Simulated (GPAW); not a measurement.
SiNi:

```xyz
8
Lattice="4.5037 0.0000 0.0000 0.0000 4.5037 0.0000 0.0000 0.0000 4.5037" Properties=species:S:1:pos:R:3 pbc="T T T"
Ni    0.6733    0.6733    0.6733
Ni    2.9252    1.5785    3.8304
Ni    3.8304    2.9252    1.5785
Ni    1.5785    3.8304    2.9252
Si    3.8139    3.8139    3.8139
Si    1.5620    2.9417    0.6898
Si    0.6898    1.5620    2.9417
Si    2.9417    0.6898    1.5620
```

The cell is a database's computed one.

Base run:

```yaml
Program: GPAW 26.7.0
Functional: PBEsol
Potentials_or_basis: PAW data sets generated in the run's folder for this functional
Cutoff: 600 eV
Basis: pw
k_mesh: 5 × 5 × 5
Occupations: fermi-dirac, width 0.05 eV
Spin: collinear spin, ferromagnetic start
Starting_moments: "[1.0, 1.0, 1.0, 1.0, 0.0, 0.0, 0.0, 0.0] μB"
Hubbard_terms: Ni d U = 1 eV
```

Its results: pressure -3.5 GPa; net moment 0.00 μB per cell; largest force 0.044 eV/Å.

Problem. The run is repeated on the same cell with these changes: hubbard terms from Ni d U = 1 eV to none. What comes out?

Solution. Pressure -2.5 GPa; net moment 0.00 μB per cell; largest force 0.042 eV/Å.

Caveats: the stock nickel data set gives pressures a few GPa off other programs; the U is typed as a test and isn't derived for this compound (some runs).
